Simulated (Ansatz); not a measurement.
# Pt: experiment and calculation

**Measured values to compare with.**

From a printed reference work, textbook, for a bulk crystal of Pt at 300 K: lattice constant a 3.9239 Å.

The results are compared with them further down.

All numbers below come from DFT PBEsol, scalar-relativistic, plane waves, PAW (Ansatz 0.2.0).

Cutoff 420 eV; k points 18×18×18 on the computed 1-atom cell (Γ-centred); Gaussian smearing, width 0.10 eV; no spin polarisation.

Relaxed structure, symmetry kept:

```cif
data_structure
_symmetry_space_group_name_H-M 'P 1'
_symmetry_Int_Tables_number 1
_cell_length_a 2.7705
_cell_length_b 2.7705
_cell_length_c 2.7705
_cell_angle_alpha 60.000
_cell_angle_beta 60.000
_cell_angle_gamma 60.000
_cell_volume 15.04
loop_
_atom_site_label
_atom_site_type_symbol
_atom_site_fract_x
_atom_site_fract_y
_atom_site_fract_z
_atom_site_occupancy
Pt1 Pt 0.00000 0.00000 0.00000 1
```

```json
{"Space group": "Fm-3m (No. 225)", "Volume per atom": "15.04 Å³", "Formation energy from the elements' standard states (uncorrected)": "+0.005 eV/atom", "Kohn–Sham band gap": "none (metal)", "Density of states at the Fermi level": "2.09 states/eV per cell", "Löwdin character within 0.5 eV of the Fermi level": "Pt 5d 96 %", "Bulk modulus": "287 GPa", "Its pressure derivative": "5.3", "Bader charges (e)": "Pt (1 in the cell) 0.00"}
```

Spin-orbit coupling is left out, which matters for the bands of heavy elements.

Measured lattice constant a of Pt: 3.9239 Å (300 K; a printed reference work, textbook). This calculation gives 3.918 Å (-0.1 %). The calculation is for 0 K without zero-point motion.